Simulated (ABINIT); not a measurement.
Set up this calculation in ABINIT 10.8.3 (patched build), as the native input.

```yaml
Task: single point
Functional: PBE
Potentials_or_basis: JTH PAW PBE v2.0
Cutoff: 1333 eV
k_mesh: 13 × 13 × 13
Occupations: fermi-dirac, width 0.05 eV
Spin: collinear spin, ferromagnetic start
Starting_moments: "[1.0] μB"
Fine-grid_cutoff: 2000.04 eV
```

Ni:

```xyz
1
Lattice="0.0000 1.7376 1.7376 1.7376 0.0000 1.7376 1.7376 1.7376 0.0000" Properties=species:S:1:pos:R:3 pbc="T T T"
Ni    0.0000    0.0000    0.0000
```

One way to write it, as run:

run.abi

```
# Pseudopotentials
pp_dirpath "./"
pseudos "Ni.GGA_PBE-JTH.xml"

# Structure
acell 2.4572992075 2.4572992075 2.4572992075 Angstrom
rprim
     0.0000000000     0.7071067812     0.7071067812
     0.7071067812     0.0000000000     0.7071067812
     0.7071067812     0.7071067812     0.0000000000
ntypat 1
znucl 28
natom 1
typat 1
xred
     0.0000000000     0.0000000000     0.0000000000

# Plane-wave basis
ecut 1333.357926 eV
pawecutdg 73.5
pawxcdev 0

# k points
kptopt 1
ngkpt 13 13 13
nshiftk 1
shiftk 0.0 0.0 0.0

# Exchange and correlation
ixc 11

# Bands and occupations
nband 14
occopt 3
tsmear 0.05 eV

# Spin
nsppol 2
spinat
     0.0000000000     0.0000000000     1.0000000000

# SCF cycle
nstep 100
tolvrs 1.0e-9

# Output
iomode 3
prtwf 0
prtden 0
prteig 0
prtebands 0
```

Potentials or basis: JTH PAW PBE v2.0.

Run with:

```bash
$ abinit run.abi > log 2>&1
```

It gave:

```
Pressure                                              : 8.5 GPa
Band gap on the k mesh                                : none (metal or under the smearing width)
Net moment                                            : 0.63 μB per cell
Site moments                                          : Ni +0.67 μB
Valence electrons inside the program's atomic spheres : Ni 15.85 (radii [0.9601] Å)
```

Wall time 73 s on 1 thread of Arm Neoverse V2 (shared host), peak memory 0.17 GiB.
